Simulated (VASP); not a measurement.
Input of a VASP 6.6.1 run:

INCAR

```
SYSTEM = In
ALGO     = Normal         ! electronic algorithm
EDIFF    = 1E-7           ! SCF threshold, eV
ENCUT    = 520            ! plane-wave cutoff, eV
GGA_COMPAT= .False.      
ISIF     = 2              ! what is computed and relaxed
ISMEAR   = 0              ! smearing method
IVDW     = 2              ! dispersion correction
LASPH    = .True.         ! aspherical terms in the spheres
LCHARG   = .True.         ! write CHGCAR
LMIXTAU  = .True.       
LORBIT   = 11             ! projections on sites
LREAL    = .False.        ! projectors in reciprocal space
LSORBIT  = .True.         ! spin-orbit coupling
LVHAR    = .True.       
LWAVE    = .False.        ! write WAVECAR
MAGMOM   = 0 0 0          ! initial moments
METAGGA  = TPSS           ! meta-GGA
NELM     = 60             ! most SCF steps
PREC     = Accurate       ! precision mode
SIGMA    = 0.05           ! smearing width, eV
```

KPOINTS

```
k-points
0
Gamma
  8 8 8
  0 0 0
```

POSCAR

```
In
1.0
   -1.6254700000      1.6254700000      2.4737000000
    1.6254700000     -1.6254700000      2.4737000000
    1.6254700000      1.6254700000     -2.4737000000
In
1
Direct
    0.0000000000      0.0000000000      0.0000000000
```

Potentials or basis: VASP PAW PBE potentials, release 64 (In_d).

Launch:

```console
$ cat potpaw_PBE.64/In_d/POTCAR > POTCAR
$ mpirun -np 1 vasp_ncl > vasp.out
```

Q: Estimate the dispersion energy per atom.

A: -0.512 eV.

Q: Predict the pressure.

A: -3.1 GPa.

Stress tensor (GPa, compression positive):
```
-4.81  0.00  0.00
 0.00 -4.81  0.00
 0.00  0.00  0.46
```

Caveat: the PAW data sets were made with another functional, which shifts forces and pressure a little.
